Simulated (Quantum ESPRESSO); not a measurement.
# Hf (P6_3/mmc) in Quantum ESPRESSO: band structure with PBE

Aim: the band structure of Hf with PBE.

All numbers are computed with Quantum ESPRESSO 7.5; they aren't measurements. Logs are shortened: lines on timing, memory, paths and dates and some standing lists are left out, and cuts for length are marked.

**1. The crystal as given**

Symmetry: P6_3/mmc, No. 194, hexagonal system. The conventional cell has a = 3.197 Å, b = 3.197 Å, c = 5.058 Å, α = 90.00°, β = 90.00°, γ = 120.00°. Hf (site symmetry -6m2) is surrounded by 12 Hf at 3.13 to 3.20 Å.

**2. Band structure, PBE**

File pw.in:

```
&CONTROL
  calculation = 'scf'
  prefix = 'pwscf'
  outdir = './tmp'
  pseudo_dir = './pseudo'
  tprnfor = .true.
  tstress = .true.
  disk_io = 'low'
/
&SYSTEM
  ibrav = 0
  celldm(1) = 8
  nat = 2
  ntyp = 1
  ecutwfc = 58
  nbnd = 19
  occupations = 'smearing'
  smearing = 'fd'
  degauss = 0.00367493
/
&ELECTRONS
  conv_thr = 4d-10
  electron_maxstep = 120
  mixing_beta = 0.5
/
ATOMIC_SPECIES
Hf   178.4900 Hf.upf
CELL_PARAMETERS alat
  0.7551109378239   0.0000000000000   0.0000000000000
 -0.3775554689119   0.6539452548363   0.0000000000000
  0.0000000000000   0.0000000000000   1.1947320991415
ATOMIC_POSITIONS crystal
Hf     0.6666666667    0.3333333333    0.7500000000
Hf     0.3333333333    0.6666666667    0.2500000000
K_POINTS automatic
10 10 5 0 0 0
```

File bands.in:

```
&CONTROL
  calculation = 'bands'
  prefix = 'pwscf'
  outdir = './tmp'
  pseudo_dir = './pseudo'
  disk_io = 'low'
  verbosity = 'high'
/
&SYSTEM
  ibrav = 0
  celldm(1) = 8
  nat = 2
  ntyp = 1
  ecutwfc = 58
  nbnd = 19
  occupations = 'smearing'
  smearing = 'fd'
  degauss = 0.00367493
/
&ELECTRONS
  conv_thr = 1d-08
  electron_maxstep = 120
  mixing_beta = 0.5
  diago_full_acc = .true.
  startingwfc = 'random'
/
ATOMIC_SPECIES
Hf   178.4900 Hf.upf
CELL_PARAMETERS alat
  0.7551109378239   0.0000000000000   0.0000000000000
 -0.3775554689119   0.6539452548363   0.0000000000000
  0.0000000000000   0.0000000000000   1.1947320991415
ATOMIC_POSITIONS crystal
Hf     0.6666666667    0.3333333333    0.7500000000
Hf     0.3333333333    0.6666666667    0.2500000000
K_POINTS crystal
60
 0.0000000000  0.0000000000  0.0000000000 1
 0.0714285714  0.0000000000  0.0000000000 1
 0.1428571429  0.0000000000  0.0000000000 1
 0.2142857143  0.0000000000  0.0000000000 1
 0.2857142857  0.0000000000  0.0000000000 1
 0.3571428571  0.0000000000  0.0000000000 1
 0.4285714286  0.0000000000  0.0000000000 1
 0.5000000000  0.0000000000  0.0000000000 1
 0.4583333333  0.0833333333  0.0000000000 1
 0.4166666667  0.1666666667  0.0000000000 1
 0.3750000000  0.2500000000  0.0000000000 1
 0.3333333333  0.3333333333  0.0000000000 1
 0.2962962963  0.2962962963  0.0000000000 1
 0.2592592593  0.2592592593  0.0000000000 1
 0.2222222222  0.2222222222  0.0000000000 1
 0.1851851852  0.1851851852  0.0000000000 1
 0.1481481481  0.1481481481  0.0000000000 1
 0.1111111111  0.1111111111  0.0000000000 1
 0.0740740741  0.0740740741  0.0000000000 1
 0.0370370370  0.0370370370  0.0000000000 1
 0.0000000000  0.0000000000  0.0000000000 1
 0.0000000000  0.0000000000  0.1250000000 1
 0.0000000000  0.0000000000  0.2500000000 1
 0.0000000000  0.0000000000  0.3750000000 1
 0.0000000000  0.0000000000  0.5000000000 1
 0.0625000000  0.0000000000  0.5000000000 1
 0.1250000000  0.0000000000  0.5000000000 1
 0.1875000000  0.0000000000  0.5000000000 1
 0.2500000000  0.0000000000  0.5000000000 1
 0.3125000000  0.0000000000  0.5000000000 1
 0.3750000000  0.0000000000  0.5000000000 1
 0.4375000000  0.0000000000  0.5000000000 1
 0.5000000000  0.0000000000  0.5000000000 1
 0.4666666667  0.0666666667  0.5000000000 1
 0.4333333333  0.1333333333  0.5000000000 1
 0.4000000000  0.2000000000  0.5000000000 1
 0.3666666667  0.2666666667  0.5000000000 1
 0.3333333333  0.3333333333  0.5000000000 1
 0.3030303030  0.3030303030  0.5000000000 1
 0.2727272727  0.2727272727  0.5000000000 1
 0.2424242424  0.2424242424  0.5000000000 1
 0.2121212121  0.2121212121  0.5000000000 1
 0.1818181818  0.1818181818  0.5000000000 1
 0.1515151515  0.1515151515  0.5000000000 1
 0.1212121212  0.1212121212  0.5000000000 1
 0.0909090909  0.0909090909  0.5000000000 1
 0.0606060606  0.0606060606  0.5000000000 1
 0.0303030303  0.0303030303  0.5000000000 1
 0.0000000000  0.0000000000  0.5000000000 1
 0.5000000000  0.0000000000  0.5000000000 1
 0.5000000000  0.0000000000  0.3750000000 1
 0.5000000000  0.0000000000  0.2500000000 1
 0.5000000000  0.0000000000  0.1250000000 1
 0.5000000000  0.0000000000  0.0000000000 1
 0.3333333333  0.3333333333  0.0000000000 1
 0.3333333333  0.3333333333  0.1000000000 1
 0.3333333333  0.3333333333  0.2000000000 1
 0.3333333333  0.3333333333  0.3000000000 1
 0.3333333333  0.3333333333  0.4000000000 1
 0.3333333333  0.3333333333  0.5000000000 1
```

Potentials or basis: PseudoDojo 0.4.1 SR PBE standard.

The run is started by

```bash
> OMP_NUM_THREADS=1 pw.x -in pw.in > pw.out
> OMP_NUM_THREADS=1 pw.x -in bands.in > bands.out
```

pw.out:

```text
This program is part of the open-source Quantum ESPRESSO suite
     for quantum simulation of materials; please cite
[... 9 lines left out ...]
     --------------------
     sticks:   dense  smooth     PW     G-vecs:    dense   smooth      PW
     Sum         583     583    163                18101    18101    2911

     Using Slab Decomposition

     bravais-lattice index     =            0
     lattice parameter (alat)  =       8.0000  a.u.
     unit-cell volume          =     302.0596 (a.u.)^3
     number of atoms/cell      =            2
     number of atomic types    =            1
     number of electrons       =        24.00
     number of Kohn-Sham states=           19
     kinetic-energy cutoff     =      58.0000  Ry
     charge density cutoff     =     232.0000  Ry
     scf convergence threshold =      4.0E-10
     mixing beta               =       0.5000
     number of iterations used =            8  plain     mixing
     Exchange-correlation= PBE
                           (   1   4   3   4   0   0   0)

     celldm(1)=   8.000000  celldm(2)=   0.000000  celldm(3)=   0.000000
     celldm(4)=   0.000000  celldm(5)=   0.000000  celldm(6)=   0.000000

     crystal axes: (cart. coord. in units of alat)
               a(1) = (   0.755111   0.000000   0.000000 )
               a(2) = (  -0.377555   0.653945   0.000000 )
               a(3) = (   0.000000   0.000000   1.194732 )

     reciprocal axes: (cart. coord. in units 2 pi/alat)
               b(1) = (  1.324309  0.764590 -0.000000 )
               b(2) = (  0.000000  1.529180  0.000000 )
               b(3) = (  0.000000 -0.000000  0.837008 )

     PseudoPot. # 1 for Hf read from file:
     Hf.upf
     Pseudo is Norm-conserving + core correction, Zval = 12.0
     Generated using ONCVPSP code by D. R. Hamann
     Using radial grid of 1656 points,  8 beta functions with:
                l(1) =   0
                l(2) =   0
                l(3) =   1
                l(4) =   1
                l(5) =   2
                l(6) =   2
                l(7) =   3
                l(8) =   3

     atomic species   valence    mass     pseudopotential
     Hf               12.00   178.49000     Hf( 1.00)

     24 Sym. Ops., with inversion, found (12 have fractional translation)

   Cartesian axes

     site n.     atom                  positions (alat units)
         1        Hf     tau(   1) = (   0.3775555   0.2179818   0.8960491  )
         2        Hf     tau(   2) = (  -0.0000000   0.4359635   0.2986830  )

     number of k points=    42  Fermi-Dirac smearing, width (Ry)=  0.0037
                       cart. coord. in units 2pi/alat
        k(    1) = (   0.0000000   0.0000000   0.0000000), wk =   0.0040000
        k(    2) = (   0.0000000   0.0000000   0.1674015), wk =   0.0080000
        k(    3) = (   0.0000000   0.0000000   0.3348031), wk =   0.0080000
        k(    4) = (   0.0000000   0.1529180   0.0000000), wk =   0.0240000
        k(    5) = (   0.0000000   0.1529180   0.1674015), wk =   0.0480000
        k(    6) = (   0.0000000   0.1529180   0.3348031), wk =   0.0480000
[... 34 lines left out ...]
        k(   41) = (   0.3972926   0.6881310   0.1674015), wk =   0.0480000
        k(   42) = (   0.3972926   0.6881310   0.3348031), wk =   0.0480000

     Dense  grid:    18101 G-vectors     FFT dimensions: (  30,  30,  48)

     Initial potential from superposition of free atoms

     starting charge      23.9963, renormalised to      24.0000
     Starting wfcs are   20 randomized atomic wfcs

     Self-consistent Calculation

     iteration #  1     ecut=    58.00 Ry     beta= 0.50
     Davidson diagonalization with overlap
     ethr =  1.00E-02,  avg # of iterations =  2.5

     Threshold (ethr) on eigenvalues was too large:
     Diagonalizing with lowered threshold

     Davidson diagonalization with overlap
     ethr =  1.33E-04,  avg # of iterations =  4.3

     total energy              =    -225.65415178 Ry
     estimated scf accuracy    <       0.04035505 Ry

     iteration #  2     ecut=    58.00 Ry     beta= 0.50
     Davidson diagonalization with overlap
     ethr =  1.68E-04,  avg # of iterations =  1.7

     total energy              =    -225.65527027 Ry
     estimated scf accuracy    <       0.00515251 Ry

     iteration #  3     ecut=    58.00 Ry     beta= 0.50
     Davidson diagonalization with overlap
     ethr =  2.15E-05,  avg # of iterations =  2.7

     total energy              =    -225.65589738 Ry
     estimated scf accuracy    <       0.00020485 Ry

     iteration #  4     ecut=    58.00 Ry     beta= 0.50
     Davidson diagonalization with overlap
     ethr =  8.54E-07,  avg # of iterations =  4.5

     total energy              =    -225.65593461 Ry
     estimated scf accuracy    <       0.00000431 Ry

     iteration #  5     ecut=    58.00 Ry     beta= 0.50
     Davidson diagonalization with overlap
     ethr =  1.79E-08,  avg # of iterations =  4.3

     total energy              =    -225.65593601 Ry
     estimated scf accuracy    <       0.00000352 Ry

     iteration #  6     ecut=    58.00 Ry     beta= 0.50
     Davidson diagonalization with overlap
     ethr =  1.47E-08,  avg # of iterations =  2.0

     total energy              =    -225.65593680 Ry
     estimated scf accuracy    <       0.00000003 Ry

     iteration #  7     ecut=    58.00 Ry     beta= 0.50
     Davidson diagonalization with overlap
     ethr =  1.27E-10,  avg # of iterations =  2.9

     End of self-consistent calculation

          k = 0.0000 0.0000 0.0000 (  2297 PWs)   bands (ev):

   -47.3091 -47.2381 -16.4266 -15.6822 -15.6822 -15.5584 -15.5544 -15.5544
     7.2369  10.9090  15.2447  15.8053  15.8053  16.0832  16.6280  16.6280
    17.2684  17.2684  19.9710

          k = 0.0000 0.0000 0.1674 (  2273 PWs)   bands (ev):

   -47.3023 -47.2449 -16.3486 -15.6701 -15.6701 -15.6468 -15.5667 -15.5667
     7.6000  10.6918  14.8245  15.6460  15.6460  15.7719  16.3505  16.3505
    17.8177  17.8177  20.0800

          k = 0.0000 0.0000 0.3348 (  2261 PWs)   bands (ev):

   -47.2846 -47.2627 -16.1401 -15.8723 -15.6383 -15.6383 -15.5988 -15.5988
     8.5849   9.8327  14.5873  15.0826  15.5958  15.5958  15.8715  15.8715
    18.9027  18.9027  19.8353

          k = 0.0000 0.1529 0.0000 (  2275 PWs)   bands (ev):

   -47.3041 -47.2362 -16.4008 -15.7368 -15.7005 -15.6117 -15.5703 -15.5618
     7.5368  11.2037  14.8628  15.1697  16.0908  16.2913  16.5826  16.8985
    16.9119  16.9938  20.1905

          k = 0.0000 0.1529 0.1674 (  2262 PWs)   bands (ev):

   -47.2977 -47.2427 -16.3295 -15.7222 -15.6894 -15.6874 -15.5877 -15.5752
     7.8895  10.9865  14.4222  15.1938  15.8303  15.8717  16.2590  16.5740
    17.6648  17.7166  20.2208
[... 39 lines left out ...]
   -47.2573 -47.2432 -16.2126 -16.1200 -15.8262 -15.7354 -15.7134 -15.6770
    10.4014  11.3438  13.4995  14.0663  14.9776  15.4449  16.6476  17.4457
    19.1547  19.1817  19.9506

          k = 0.0000 0.6117 0.0000 (  2232 PWs)   bands (ev):

   -47.2569 -47.2256 -16.1981 -16.1160 -16.0566 -15.8418 -15.7369 -15.6344
    10.6964  12.1206  12.5982  13.8394  15.5420  15.5933  15.9792  19.7466
    19.7538  20.1398  21.0566

          k = 0.0000 0.6117 0.1674 (  2250 PWs)   bands (ev):

   -47.2539 -47.2286 -16.2747 -16.1314 -15.9806 -15.8224 -15.7174 -15.6546
    10.6997  12.0132  12.8734  13.7348  15.5556  15.8288  15.9187  19.3539
    19.6805  19.8917  20.8356

          k = 0.0000 0.6117 0.3348 (  2247 PWs)   bands (ev):

   -47.2461 -47.2364 -16.3004 -16.2402 -15.8270 -15.7712 -15.7310 -15.7071
    10.9206  11.4769  13.3995  13.8499  15.4063  15.6686  16.6590  17.9287
    19.8529  20.1485  20.5004

          k = 0.0000-0.7646 0.0000 (  2256 PWs)   bands (ev):

   -47.2495 -47.2262 -16.2519 -16.1053 -16.0598 -15.8574 -15.7790 -15.6437
    11.2650  11.8748  12.3952  13.8074  15.4168  15.4902  16.2991  20.5231
    21.0339  21.1026  21.5609

          k = 0.0000-0.7646 0.1674 (  2258 PWs)   bands (ev):

   -47.2473 -47.2284 -16.3096 -16.1758 -15.9590 -15.8374 -15.7468 -15.6645
    11.0331  11.8623  13.0255  13.3929  15.7253  15.8932  15.9650  19.7925
    20.6358  20.9930  21.2710

          k = 0.0000-0.7646 0.3348 (  2248 PWs)   bands (ev):

   -47.2414 -47.2342 -16.3400 -16.2862 -15.8179 -15.7847 -15.7394 -15.7186
    11.0372  11.4716  13.4206  13.7188  15.6073  16.0059  16.6265  18.0444
    20.7399  20.7952  20.8232

          k = 0.1324 0.2294 0.0000 (  2255 PWs)   bands (ev):

   -47.2950 -47.2330 -16.3517 -15.8217 -15.7688 -15.6805 -15.5943 -15.5855
     8.1074  11.7351  14.2742  14.5252  15.8429  16.2850  16.6856  16.8033
    16.9319  17.5254  20.4048

          k = 0.1324 0.2294 0.1674 (  2259 PWs)   bands (ev):

   -47.2891 -47.2390 -16.2950 -15.7986 -15.7948 -15.7141 -15.6065 -15.6003
     8.4364  11.5210  13.8657  14.6201  15.6897  16.0248  16.2200  16.9259
    17.5365  17.8984  20.3370

          k = 0.1324 0.2294 0.3348 (  2258 PWs)   bands (ev):

   -47.2737 -47.2545 -16.1434 -15.9494 -15.7395 -15.6987 -15.6515 -15.6375
     9.3474  10.5783  13.9264  14.6056  15.1273  15.6215  16.1984  16.4842
    18.6228  18.9910  19.7363

          k = 0.1324 0.3823 0.0000 (  2244 PWs)   bands (ev):

   -47.2795 -47.2286 -16.2631 -15.9678 -15.8961 -15.7607 -15.6421 -15.6228
     9.1333  12.4751  13.4953  13.8666  15.3752  15.6744  16.3946  17.5738
    17.8161  18.6420  20.6481

          k = 0.1324 0.3823 0.1674 (  2255 PWs)   bands (ev):
[... 97 lines left out ...]
   -47.2373 -47.2328 -16.2740 -16.2360 -15.9658 -15.8900 -15.7329 -15.6909
    11.8268  12.2433  13.5782  13.9760  14.3014  14.7666  16.8645  17.7409
    19.8974  20.3213  21.9667

          k = 0.3973 0.6881 0.0000 (  2233 PWs)   bands (ev):

   -47.2385 -47.2295 -16.1525 -16.0415 -15.9803 -15.9660 -15.8568 -15.8447
    12.4336  12.5076  13.0570  13.1126  14.9005  15.1692  16.5454  19.4946
    19.8399  20.4233  20.7316

          k = 0.3973 0.6881 0.1674 (  2253 PWs)   bands (ev):

   -47.2376 -47.2304 -16.1543 -16.1508 -16.0539 -15.8884 -15.8236 -15.7657
    12.4422  12.5445  13.1667  13.2362  14.7629  14.8291  16.5330  19.1106
    19.6262  20.4624  20.7736

          k = 0.3973 0.6881 0.3348 (  2255 PWs)   bands (ev):

   -47.2354 -47.2326 -16.2259 -16.2138 -16.0268 -15.9484 -15.7187 -15.6949
    12.4837  12.5533  13.3645  13.5346  14.3215  14.5722  16.7388  17.6113
    19.7289  20.0673  22.1656

     the Fermi energy is    14.6119 ev

!    total energy              =    -225.65593681 Ry
     estimated scf accuracy    <          1.1E-10 Ry
     smearing contrib. (-TS)   =      -0.00081251 Ry
     internal energy E=F+TS    =    -225.65512430 Ry

     The total energy is F=E-TS. E is the sum of the following terms:
     one-electron contribution =     -40.79861684 Ry
     hartree contribution      =      28.32630938 Ry
     xc contribution           =     -57.01345039 Ry
     ewald contribution        =    -156.16936644 Ry

     convergence has been achieved in   7 iterations

     Forces acting on atoms (cartesian axes, Ry/au):

     atom    1 type  1   force =     0.00000000    0.00000000    0.00000000
     atom    2 type  1   force =    -0.00000000   -0.00000000    0.00000000

     Total force =     0.000000     Total SCF correction =     0.000000

     Computing stress (Cartesian axis) and pressure

          total   stress  (Ry/bohr**3)                   (kbar)     P=        6.40
   0.00005185  -0.00000000   0.00000000            7.63       -0.00        0.00
  -0.00000000   0.00005185   0.00000000           -0.00        7.63        0.00
   0.00000000   0.00000000   0.00002672            0.00        0.00        3.93

=------------------------------------------------------------------------------=
   JOB DONE.
=------------------------------------------------------------------------------=
```

Wall time 61 s (1 thread of Arm Neoverse V1, shared host); peak memory 0.09 GiB.

Results:

| Item | Value |
| --- | --- |
| Free energy | -3070.2054 eV |
| Pressure | 0.6 GPa |
| Band gap on the k mesh | none (metal or under the smearing width) |

Levels at the corners of the path, in eV from the Fermi level:
| point | band 8 | band 9 | band 10 | band 11 | band 12 | band 13 | band 14 | band 15 | band 16 | band 17 |
| --- | --- | --- | --- | --- | --- | --- | --- | --- | --- | --- |
| Γ | -30.17 | -7.37 | -3.70 | 0.63 | 1.19 | 1.19 | 1.47 | 2.02 | 2.02 | 2.66 |
| M | -30.26 | -3.35 | -2.74 | -2.22 | -0.80 | 0.80 | 0.88 | 1.69 | 5.91 | 6.42 |
| K | -30.48 | -2.12 | -1.79 | -1.79 | -1.43 | 0.38 | 0.38 | 2.06 | 5.22 | 5.22 |
| Γ | -30.17 | -7.37 | -3.70 | 0.63 | 1.19 | 1.19 | 1.47 | 2.02 | 2.02 | 2.66 |
| A | -30.23 | -5.40 | -5.40 | 0.16 | 0.16 | 1.08 | 1.08 | 1.08 | 1.08 | 4.82 |
| L | -30.36 | -3.40 | -3.40 | -0.98 | -0.98 | 1.18 | 1.18 | 2.67 | 2.67 | 6.11 |
| H | -30.30 | -1.75 | -1.75 | -1.45 | -1.45 | -0.19 | -0.19 | 2.54 | 2.54 | 5.08 |
| A | -30.23 | -5.40 | -5.40 | 0.16 | 0.16 | 1.08 | 1.08 | 1.08 | 1.08 | 4.82 |
| L | -30.36 | -3.40 | -3.40 | -0.98 | -0.98 | 1.18 | 1.18 | 2.67 | 2.67 | 6.11 |
| M | -30.26 | -3.35 | -2.74 | -2.22 | -0.80 | 0.80 | 0.88 | 1.69 | 5.91 | 6.42 |
| K | -30.48 | -2.12 | -1.79 | -1.79 | -1.43 | 0.38 | 0.38 | 2.06 | 5.22 | 5.22 |
| H | -30.30 | -1.75 | -1.75 | -1.45 | -1.45 | -0.19 | -0.19 | 2.54 | 2.54 | 5.08 |

Caveat: spin-orbit coupling is left out, which moves the levels of the heavy elements.
